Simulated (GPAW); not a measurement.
HgTe (Coloradoite):

```
Hg Te
1.0
     0.00000    3.21450    3.21450
     3.21450    0.00000    3.21450
     3.21450    3.21450    0.00000
Hg Te
1 1
Direct
  0.00000 0.00000 0.00000
  0.75000 0.75000 0.75000
```

Program: GPAW 26.7.0. Alike in all runs: task band structure; spin SOC, no magnetisation; cell as given; k mesh 6 × 6 × 6; cutoff (eV) 600; smearing fermi-dirac 0.05 eV.

Order these runs on this cell by their pressure, lowest first.
A. level BLYP; potentials or basis PAW data sets generated in the run's folder for this functional, pw; band points 80; spin axis theta (degrees) 54.7; spin axis phi (degrees) 45; eigensolver davidson
B. level PBEsol; potentials or basis PAW data sets generated in the run's folder for this functional, pw; band points 60; spin axis theta (degrees) 0; spin axis phi (degrees) 0
C. level PBE; potentials or basis GPAW PAW data sets (gpaw-data 1.2.1), pw; band points 80; spin axis theta (degrees) 54.7; spin axis phi (degrees) 45
D. level LDA; potentials or basis the program's PAW data sets (release 1.2.1) made for this functional, pw; band points 100; spin axis theta (degrees) 0; spin axis phi (degrees) 0
E. level OLYP; potentials or basis PAW data sets generated in the run's folder for this functional, pw; band points 60; spin axis theta (degrees) 90; spin axis phi (degrees) 0; eigensolver davidson

D (0.1 GPa), B (1.8 GPa), C (4.6 GPa), E (6.1 GPa), A (7.7 GPa).

Caveats: spin-orbit coupling was added after a scalar SCF, so levels and gaps hold it while energy, forces, pressure and moments don't.

Not every run made on this cell is shown here.
